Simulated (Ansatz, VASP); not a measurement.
# Ti in VASP and in Ansatz

```
CELL_PARAMETERS angstrom
2.93841 0.00000 0.00000
-1.46920 2.54474 0.00000
0.00000 0.00000 4.65298
ATOMIC_POSITIONS crystal
Ti 0.33333 0.66667 0.25000
Ti 0.66667 0.33333 0.75000
```

Alike in both runs: task single point; functional PBE; k mesh 13 × 13 × 7; occupations methfessel-paxton of order 1, width 0.2 eV; no spin polarisation.

|  | VASP | Ansatz |
| --- | --- | --- |
| version | VASP 6.6.1 | Ansatz 0.2.0 |
| potentials or method | VASP PAW PBE potentials, release 64 (Ti_sv), cutoff 520 eV | all-electron LAPW, scalar-relativistic |

|  | VASP | Ansatz | Ansatz less VASP |
| --- | --- | --- | --- |
| pressure (GPa) | -0.3 | -0.1 | +0.27 |

Ansatz ran all-electron here, so the differences hold the error of VASP's frozen core and of both bases.
